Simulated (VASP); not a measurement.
# GaP (Pa-3) in VASP: single point with LDA

Aim: the single point of GaP with LDA.

All numbers are computed with VASP 6.6.1; they aren't measurements. Logs are shortened: lines on timing, memory, paths and dates and some standing lists are left out, and cuts for length are marked.

### 1 The cell of the first run

It takes space group Pa-3 (No. 205, cubic). Conventional cell: a = 6.226 Å, b = 6.226 Å, c = 6.226 Å, α = 90.00°, β = 90.00°, γ = 90.00°. Ga (site symmetry 3) is surrounded by 4 P at 2.23 to 2.26 Å. Around P (site symmetry 3) lie 4 Ga at 2.23 to 2.26 Å.

The cell was built by a generator and needn't be a form met in nature.

### 2 Single point, LDA (cell and atoms relaxed at 22 GPa)

File INCAR:

```
ALGO = Fast
EDIFF = 1E-7
ENCUT = 520
GGA = CA
ISIF = 2
ISMEAR = 0
LASPH = T
LCHARG = F
LREAL = Auto
LWAVE = F
NBANDS = 86
NELM = 100
PREC = Accurate
SIGMA = 0.03
```

File KPOINTS:

```
k-points
0
Gamma
  6 6 6
```

File POSCAR:

```
GaP
1.0
    6.2261643121      0.0000000000      0.0000000000
    0.0000000000      6.2261643121      0.0000000000
    0.0000000000      0.0000000000      6.2261643121
Ga P
8 8
Direct
    0.1532821388      0.1532821388      0.1532821388
    0.8467178612      0.8467178612      0.8467178612
    0.3467178612      0.8467178612      0.6532821388
    0.6532821388      0.1532821388      0.3467178612
    0.6532821388      0.3467178612      0.8467178612
    0.3467178612      0.6532821388      0.1532821388
    0.8467178612      0.6532821388      0.3467178612
    0.1532821388      0.3467178612      0.6532821388
    0.6373832824      0.6373832824      0.6373832824
    0.3626167176      0.3626167176      0.3626167176
    0.8626167176      0.3626167176      0.1373832824
    0.1373832824      0.6373832824      0.8626167176
    0.1373832824      0.8626167176      0.3626167176
    0.8626167176      0.1373832824      0.6373832824
    0.3626167176      0.1373832824      0.8626167176
    0.6373832824      0.8626167176      0.1373832824
```

Potentials or basis: VASP PAW LDA potentials, release 64 (Ga_d, P).

Started as:

```console
$ cat potpaw_LDA.64/Ga_d/POTCAR potpaw_LDA.64/P/POTCAR > POTCAR
$ mpirun -np 1 vasp_std > vasp.out
```

OUTCAR:

```text
EDIFF = 1E-7
   ENCUT = 520
   GGA = CA
   ISIF = 2
   ISMEAR = 0
   LASPH = T
   LREAL = Auto
   NELM = 100
   PREC = Accurate

 ion  position               nearest neighbor table
   1  0.153  0.153  0.153-  11 2.23  13 2.23  15 2.23  10 2.26
   2  0.847  0.847  0.847-  12 2.23  14 2.23  16 2.23   9 2.26
   3  0.347  0.847  0.653-   9 2.23  13 2.23  15 2.23  12 2.26
   4  0.653  0.153  0.347-  10 2.23  14 2.23  16 2.23  11 2.26
   5  0.653  0.347  0.847-   9 2.23  11 2.23  15 2.23  14 2.26
   6  0.347  0.653  0.153-  10 2.23  12 2.23  16 2.23  13 2.26
[... 8 lines left out ...]
  15  0.363  0.137  0.863-   1 2.23   3 2.23   5 2.23   8 2.26
  16  0.637  0.863  0.137-   2 2.23   4 2.23   6 2.23   7 2.26

  LATTYP: Found a simple cubic cell.
 ALAT       =     6.2261643121

  Lattice vectors:

 A1 = (   6.2261643121,   0.0000000000,   0.0000000000)
 A2 = (   0.0000000000,   6.2261643121,   0.0000000000)
 A3 = (   0.0000000000,   0.0000000000,   6.2261643121)

Analysis of symmetry for initial positions (statically):
=====================================================================
 Subroutine PRICEL returns:
 Original cell was already a primitive cell.

 Routine SETGRP: Setting up the symmetry group for a
 simple cubic supercell.

 Subroutine GETGRP returns: Found 24 space group operations
 (whereof  6 operations were pure point group operations)
 out of a pool of 48 trial point group operations.

The static configuration has the point symmetry S_6 .
 The point group associated with its full space group is T_h .

Analysis of symmetry for dynamics (positions and initial velocities):
=====================================================================
 Subroutine PRICEL returns:
 Original cell was already a primitive cell.

 Routine SETGRP: Setting up the symmetry group for a
 simple cubic supercell.

 Subroutine GETGRP returns: Found 24 space group operations
 (whereof  6 operations were pure point group operations)
 out of a pool of 48 trial point group operations.

The dynamic configuration has the point symmetry S_6 .
 The point group associated with its full space group is T_h .

 Subroutine INISYM returns: Found 24 space group operations
 (whereof  6 operations are pure point group operations),
 and found     1 'primitive' translations

----------------------------------------------------------------------------------------

                                     Primitive cell

  volume of cell :     241.3580

  direct lattice vectors                    reciprocal lattice vectors
     6.226164312  0.000000000  0.000000000     0.160612530  0.000000000  0.000000000
     0.000000000  6.226164312  0.000000000     0.000000000  0.160612530  0.000000000
     0.000000000  0.000000000  6.226164312     0.000000000  0.000000000  0.160612530

  length of vectors
     6.226164312  6.226164312  6.226164312     0.160612530  0.160612530  0.160612530

  position of ions in fractional coordinates (direct lattice)
     0.153282139  0.153282139  0.153282139
     0.846717861  0.846717861  0.846717861
     0.346717861  0.846717861  0.653282139
     0.653282139  0.153282139  0.346717861
     0.653282139  0.346717861  0.846717861
     0.346717861  0.653282139  0.153282139
[... 8 lines left out ...]
     0.362616718  0.137383282  0.862616718
     0.637383282  0.862616718  0.137383282

  ion indices of the primitive-cell ions
   primitive index   ion index
                 1           1
                 2           2
                 3           3
                 4           4
                 5           5
                 6           6
[... 8 lines left out ...]
                15          15
                16          16

----------------------------------------------------------------------------------------

 KPOINTS: k-points

Automatic generation of k-mesh.
 Grid dimensions read from file:
 generate k-points for:    6    6    6

 Generating k-lattice:

  Cartesian coordinates                     Fractional coordinates (reciprocal lattice)
     0.026768755  0.000000000  0.000000000     0.166666667  0.000000000  0.000000000
     0.000000000  0.026768755  0.000000000     0.000000000  0.166666667  0.000000000
     0.000000000  0.000000000  0.026768755     0.000000000  0.000000000  0.166666667

  Length of vectors
     0.026768755  0.026768755  0.026768755

  Shift w.r.t. Gamma in fractional coordinates (k-lattice)
     0.000000000  0.000000000  0.000000000

 Subroutine IBZKPT returns following result:
 ===========================================

 Found     24 irreducible k-points:

 Following reciprocal coordinates:
            Coordinates               Weight
  0.000000  0.000000  0.000000      1.000000
  0.166667  0.000000  0.000000      6.000000
  0.333333  0.000000  0.000000      6.000000
  0.500000  0.000000  0.000000      3.000000
  0.166667  0.166667  0.000000     12.000000
  0.333333  0.166667  0.000000     12.000000
[... 16 lines left out ...]
  0.500000  0.500000  0.333333      6.000000
  0.500000  0.500000  0.500000      1.000000
   k-points           NKPTS =     24   k-points in BZ     NKDIM =     24   number of bands    NBANDS=     86
   number of dos      NEDOS =    301   number of ions     NIONS =     16
   total plane-waves  NPLWV = 110592
   dimension x,y,z NGX =    48 NGY =   48 NGZ =   48
   dimension x,y,z NGXF=    96 NGYF=   96 NGZF=   96
   ions per type =               8   8
   NGX,Y,Z   is equivalent  to a cutoff of  12.82, 12.82, 12.82 a.u.
   NGXF,Y,Z  is equivalent  to a cutoff of  25.63, 25.63, 25.63 a.u.
 SYSTEM =  unknown system
   PREC   = accura    normal or accurate (medium, high low for compatibility)
   ISTART =      0    job   : 0-new  1-cont  2-samecut
   ICHARG =      2    charge: 1-file 2-atom 10-const
   ISPIN  =      1    spin polarized calculation?
   LNONCOLLINEAR =      F non collinear calculations
   LSORBIT =      F    spin-orbit coupling
   LASPH  =      T    aspherical Exc in radial PAW
   ENCUT  =  520.0 eV  38.22 Ry    6.18 a.u.  11.58 11.58 11.58*2*pi/ulx,y,z
   NELM   =    100;   NELMIN=  2; NELMDL= -5     # of ELM steps
   EDIFF  = 0.1E-06   stopping-criterion for ELM
   LREAL  =      T    real-space projection
   EDIFFG = 0.1E-05   stopping-criterion for IOM
   NSW    =      0    number of steps for IOM
   IBRION =     -1    ionic relax: 0-MD 1-quasi-New 2-CG
   NFREE  =      0    steps in history (QN), initial steepest desc. (CG)
   ISIF   =      2    stress and relaxation
   ISYM   =      2    0-nonsym 1-usesym 2-fastsym
   POTIM  = 0.5000    time-step for ionic-motion
   TEBEG  =    0.0;   TEEND  =   0.0 temperature during run
   PSTRESS=    0.0 pullay stress
   NELECT =     144.0000    total number of electrons
   NUPDOWN=      -1.0000    fix difference up-down
   EMIN   =  10.00;   EMAX   =-10.00  energy-range for DOS
   EFERMI =   0.00;   METHOD = LEGACY
   ISMEAR =     0;   SIGMA  =   0.03  broadening in eV -4-tet -1-fermi 0-gaus
   EFERMI_NEDOS =   21; number of points for ismear=-14 and -15
   IALGO  =     68    algorithm
   IMIX   =      4    mixing-type and parameters
     AMIX     =   0.40;   BMIX     =  1.00
     AMIX_MAG =   1.60;   BMIX_MAG =  1.00
  volume/ion in A,a.u.               =      15.08       101.80
  Fermi-wavevector in a.u.,A,eV,Ry     =   1.378188  2.604397 25.842930  1.899402
  Thomas-Fermi vector in A             =   2.503272
   LORBIT       =      0    0 simple, 1 ext, 2 COOP (PROOUT), +10 PAW based schemes
   GGA     = CA    functional components
   LHFCALC =     F    Hartree Fock is set to
   AEXX    =    0.0000 exact exchange contribution
   IVDW    =     0    specifies the selected vdW correction
   LEPSILON=     F    determine dielectric tensor
   LRPA    =     F    only Hartree local field effects (RPA)
 non-spin polarized calculation
 RMM-DIIS sequential band-by-band and
 Gauss-broadening in eV      SIGMA  =   0.03
  energy-cutoff  :      520.00
  volume of cell :      241.36
 maximum number of plane-waves:      6619
 NGX is ok and might be reduce to    48
   NGX = 23   NGY = 23   NGZ = 23

 number of electron     144.0000030 magnetization

 Free energy of the ion-electron system (eV)
  ---------------------------------------------------
  ext. energy  EPLUGINS =         0.00000000
  ---------------------------------------------------
  free energy    TOTEN  =       -78.63517599 eV

  energy without entropy =      -78.63517592  energy(sigma->0) =      -78.63517595

 E-fermi :   8.6332     XC(G=0): -11.7013

 val. band max:        8.5442300993   @ k =   0.0000   0.0000   0.0000
 cond. band min:       8.7166602856   @ k =   0.0000   0.0000   0.0000
 fundamental gap:      0.1724301862
 Fermi energy:         8.6331629301

 k-point     1 :       0.0000    0.0000    0.0000
  band No.  band energies     occupation
      1      -7.5072      2.00000
      2      -7.5072      2.00000
      3      -7.5072      2.00000
      4      -7.4942      2.00000
      5      -7.4377      2.00000
      6      -7.4377      2.00000
[... 76 lines left out ...]
     83      12.0325      0.00000
     84      12.0690      0.00000

 k-point     2 :       0.1667    0.0000    0.0000
  band No.  band energies     occupation
      1      -7.5120      2.00000
      2      -7.5119      2.00000
      3      -7.5073      2.00000
      4      -7.4904      2.00000
      5      -7.4512      2.00000
      6      -7.4434      2.00000
[... 1903 lines left out ...]
     83      11.8825      0.00000
     84      11.8912      0.00000

 k-point    24 :       0.5000    0.5000    0.5000
  band No.  band energies     occupation
      1      -7.5077      2.00000
      2      -7.5077      2.00000
      3      -7.5077      2.00000
      4      -7.5077      2.00000
      5      -7.4670      2.00000
      6      -7.4670      2.00000
[... 76 lines left out ...]
     83      11.6726      0.00000
     84      11.6936      0.00000
 [bands above 84 left out]

------------------------ aborting loop because EDIFF is reached ----------------------------------------

  FORCE on cell =-STRESS in cart. coord.  units (eV):
  Direction    XX          YY          ZZ          XY          YZ          ZX
  --------------------------------------------------------------------------------------
  -------------------------------------------------------------------------------------
  Total       33.4864744     33.4864744     33.4864744      0.0000000      0.0000000      0.0000000
  in kB      222.2891547    222.2891547    222.2891547      0.0000000      0.0000000      0.0000000
  external PRESSURE =     222.2891547 kB  Pullay stress =       0.0000000 kB

 VOLUME and BASIS-vectors are now :
 -----------------------------------------------------------------------------
  energy-cutoff  :      520.00
  volume of cell :      241.36
      direct lattice vectors                 reciprocal lattice vectors
     6.226164312  0.000000000  0.000000000     0.160612530  0.000000000  0.000000000
     0.000000000  6.226164312  0.000000000     0.000000000  0.160612530  0.000000000
     0.000000000  0.000000000  6.226164312     0.000000000  0.000000000  0.160612530

 POSITION                                       TOTAL-FORCE (eV/Angst)
 -----------------------------------------------------------------------------------
      0.95436      0.95436      0.95436        -0.005724     -0.005724     -0.005724
      5.27180      5.27180      5.27180         0.005724      0.005724      0.005724
      2.15872      5.27180      4.06744         0.005724      0.005724     -0.005724
      4.06744      0.95436      2.15872        -0.005724     -0.005724      0.005724
      4.06744      2.15872      5.27180        -0.005724      0.005724      0.005724
      2.15872      4.06744      0.95436         0.005724     -0.005724     -0.005724
[... 8 lines left out ...]
      2.25771      0.85537      5.37079         0.001430     -0.001430      0.001430
      3.96845      5.37079      0.85537        -0.001430      0.001430     -0.001430
 -----------------------------------------------------------------------------------
    total drift:                                0.000000      0.000000      0.000000

  FREE ENERGIE OF THE ION-ELECTRON SYSTEM (eV)
  ---------------------------------------------------
  free  energy   TOTEN  =       -78.6351759876 eV

  energy  without entropy=      -78.6351759179  energy(sigma->0) =      -78.63517595
```

Run time: 13 min. Hardware: 1 thread of Intel Xeon Platinum 8259CL at 2.50GHz (Skylake/Cascade Lake), shared host; peak memory 0.45 GiB.

What came out:

- Free energy: -78.6352 eV
- Pressure: 22.2 GPa
- Largest force: 0.010 eV/Å
- Band gap on the k mesh: 0.17 eV, direct

Forces in eV/Å, atoms in the order of the input:
```
Ga  -0.006 -0.006 -0.006
Ga   0.006  0.006  0.006
Ga   0.006  0.006 -0.006
Ga  -0.006 -0.006  0.006
Ga  -0.006  0.006  0.006
Ga   0.006 -0.006 -0.006
Ga   0.006 -0.006  0.006
Ga  -0.006  0.006 -0.006
P   -0.001 -0.001 -0.001
P    0.001  0.001  0.001
P    0.001  0.001 -0.001
P   -0.001 -0.001  0.001
P   -0.001  0.001  0.001
P    0.001 -0.001 -0.001
P    0.001 -0.001  0.001
P   -0.001  0.001 -0.001
```

Caveat: so large a pressure means that the cell lies far from this level's equilibrium, or that cutoff or potentials fall short. A k mesh can miss the band edges.
